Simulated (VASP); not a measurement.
# MnO2 (P-3m1) in VASP: further runs, part 3 of 3

VASP 6.6.1.

### Step 4. Single point, r2SCAN, collinear spin, ferromagnetic start

INCAR

```
SYSTEM = MnO2
ADDGRID = .False.
ALGO = Normal
EDIFF = 0.01
ENCUT = 460
ISIF = 2
ISMEAR = 0
ISPIN = 2
LASPH = .True.
LCHARG = .False.
LMAXMIX = 4
LMIXTAU = .True.
LORBIT = 11
LREAL = .False.
LWAVE = .False.
MAGMOM = 4 0 0
METAGGA = R2SCAN
NBANDS = 24
NELM = 100
PREC = Accurate
SIGMA = 0.05
```

KPOINTS

```
k-points
0
Gamma
  5 5 3
  0 0 0
```

POSCAR

```
MnO2
1.0
    2.8565781804      0.0000000000      0.0000000000
   -1.4282890902      2.4738692722      0.0000000000
    0.0000000000      0.0000000000      4.6013740589
Mn O
1 2
Direct
    0.0000000000      0.0000000000      0.5000000000
    0.3333333333      0.6666666667      0.7062925700
    0.6666666667      0.3333333333      0.2937074300
```

Potentials or basis: VASP PAW PBE potentials, release 64 (Mn_pv, O).

On the command line:

```
$ cat potpaw_PBE.64/Mn_pv/POTCAR potpaw_PBE.64/O/POTCAR > POTCAR
$ mpirun -np 1 vasp_std > vasp.out
```

OUTCAR:

```text
SYSTEM = MnO2
   EDIFF = 0.01
   ENCUT = 460
   ISIF = 2
   ISMEAR = 0
   ISPIN = 2
   LASPH = .True.
   LORBIT = 11
   LREAL = .False.
   METAGGA = R2SCAN
   NELM = 100
   PREC = Accurate

 Found     12 irreducible k-points:

 Following reciprocal coordinates:
            Coordinates               Weight
  0.000000  0.000000  0.000000      1.000000
  0.200000  0.000000  0.000000      6.000000
  0.400000  0.000000  0.000000      6.000000
  0.200000  0.200000  0.000000      6.000000
  0.400000  0.200000  0.000000      6.000000
  0.000000  0.000000  0.333333      2.000000
   k-points           NKPTS =     12   k-points in BZ     NKDIM =     12   number of bands    NBANDS=     24
[... 420 lines left out ...]
      direct lattice vectors                 reciprocal lattice vectors
     2.856578180  0.000000000  0.000000000     0.350069187  0.202112539  0.000000000
    -1.428289090  2.473869272  0.000000000     0.000000000  0.404225078  0.000000000
     0.000000000  0.000000000  4.601374059     0.000000000  0.000000000  0.217326387

 POSITION                                       TOTAL-FORCE (eV/Angst)
 -----------------------------------------------------------------------------------
      0.00000      0.00000      2.30069         0.000000      0.000000     -0.000000
     -0.00000      1.64925      3.24992        -0.000000      0.000000      0.004980
      1.42829      0.82462      1.35146         0.000000      0.000000     -0.004980
 -----------------------------------------------------------------------------------
    total drift:                                0.000000     -0.000000      0.000000

  FREE ENERGIE OF THE ION-ELECTRON SYSTEM (eV)
  ---------------------------------------------------
  free  energy   TOTEN  =       -32.5359879945 eV

  energy  without entropy=      -32.5359879945  energy(sigma->0) =      -32.53598799

 total charge

# of ion       s       p       d       tot
------------------------------------------
    1        0.383   6.468   4.869  11.719
    2        1.595   3.446   0.000   5.041
    3        1.595   3.446   0.000   5.041
--------------------------------------------------
tot          3.572  13.360   4.869  21.801

 magnetization (x)

# of ion       s       p       d       tot
------------------------------------------
    1        0.030   0.039   2.872   2.942
    2        0.004  -0.001   0.000   0.003
    3        0.004  -0.001   0.000   0.003
--------------------------------------------------
tot          0.038   0.038   2.872   2.948
```

OSZICAR:

```text
N       E                     dE             d eps       ncg     rms          rms(c)
DAV:   1     0.222746359889E+03    0.22275E+03   -0.13413E+04  1152   0.112E+03
DAV:   2    -0.331280242153E+02   -0.25587E+03   -0.24038E+03  1280   0.351E+02
DAV:   3    -0.464281074187E+02   -0.13300E+02   -0.13243E+02  1296   0.879E+01
DAV:   4    -0.465412645436E+02   -0.11316E+00   -0.11315E+00  1336   0.850E+00
DAV:   5    -0.465426043867E+02   -0.13398E-02   -0.13398E-02  1112   0.905E-01    0.319E+01
DAV:   6    -0.363790946930E+02    0.10164E+02   -0.58593E+01  1232   0.756E+01    0.295E+01
DAV:   7    -0.327387239851E+02    0.36404E+01   -0.46920E+01  1176   0.598E+01    0.136E+01
DAV:   8    -0.322330168075E+02    0.50571E+00   -0.26291E+00  1240   0.154E+01    0.520E+00
DAV:   9    -0.324363371926E+02   -0.20332E+00   -0.63532E-01  1256   0.692E+00    0.300E+00
DAV:  10    -0.325243930696E+02   -0.88056E-01   -0.96107E-02  1232   0.244E+00    0.105E+00
DAV:  11    -0.325345507070E+02   -0.10158E-01   -0.29637E-02  1104   0.166E+00    0.383E-01
DAV:  12    -0.325359879945E+02   -0.14373E-02   -0.34720E-03   800   0.453E-01
   1 F= -.32535988E+02 E0= -.32535988E+02  d E =-.213916E-25  mag=     3.0007
```

It took 73 s on 1 thread of Intel Xeon Platinum 8375C at 2.90GHz (Ice Lake), shared host; peak memory 0.15 GiB.

The run converged, but some of its settings lie outside the range that counts as converged, so its numbers aren't taken as properties of the crystal.

What came out:

```yaml
Free_energy: -32.5360 eV
Pressure: 1.6 GPa
Largest_force: 0.005 eV/Å
Band_gap_on_the_k_mesh: 1.99 eV, indirect (least direct gap 2.03 eV)
Net_moment: 3.00 μB per cell
Site_moments: Mn +2.94; O +0.00 μB
Valence_electrons_inside_the_program's_atomic_spheres: Mn 11.72; O 5.04
```

Caveat: the k mesh is coarse (spacing up to 0.51 Å⁻¹), so the values aren't converged; the cutoff is under 1.25 times the usual one of these potentials, so pressure, stress and relaxed cells hold a basis-set (Pulay) error; the PAW data sets were made with another functional, which shifts forces and pressure a little; an odd mesh through Γ misses points on the zone boundary, where band edges often lie; a cell with one magnetic atom can't hold antiferromagnetic order, which such compounds often take.

### Step 5. Single point, r2SCAN, collinear spin, ferromagnetic start

INCAR is that of step 4.

KPOINTS is that of step 4.

POSCAR

```
MnO2
1.0
    2.8565781804      0.0000000000      0.0000000000
   -1.4282890902      2.4738692722      0.0000000000
    0.0000000000      0.0000000000      4.6013740589
Mn O
1 2
Direct
    0.0186700000     -0.0033200000      0.4886240000
    0.3165570000      0.6444560000      0.7182440000
    0.6490790000      0.3390650000      0.3129550000
```

On the command line:

```
$ cat potpaw_PBE.64/Mn_pv/POTCAR potpaw_PBE.64/O/POTCAR > POTCAR
$ mpirun -np 1 vasp_std > vasp.out
```

Run time: 1.8 min. Hardware: 1 thread of Intel Xeon Platinum 8375C at 2.90GHz (Ice Lake), shared host; peak memory 0.17 GiB.

These settings aren't checked as converged: the numbers below hold their error.

Results:

```
Free energy                                           : -32.1886 eV
Pressure                                              : 5.7 GPa
Largest force                                         : 4.178 eV/Å
Band gap on the k mesh                                : 1.89 eV, indirect (least direct gap 1.99 eV)
Net moment                                            : 3.02 μB per cell
Site moments                                          : Mn +2.91; O -0.03, +0.06 μB
Valence electrons inside the program's atomic spheres : Mn 11.79; O 5.00, 5.11
```

Caveat: the k mesh is coarse (spacing up to 0.51 Å⁻¹), so the values aren't converged; the cutoff is under 1.25 times the usual one of these potentials, so pressure, stress and relaxed cells hold a basis-set (Pulay) error; the PAW data sets were made with another functional, which shifts forces and pressure a little; an odd mesh through Γ misses points on the zone boundary, where band edges often lie; a cell with one magnetic atom can't hold antiferromagnetic order, which such compounds often take.
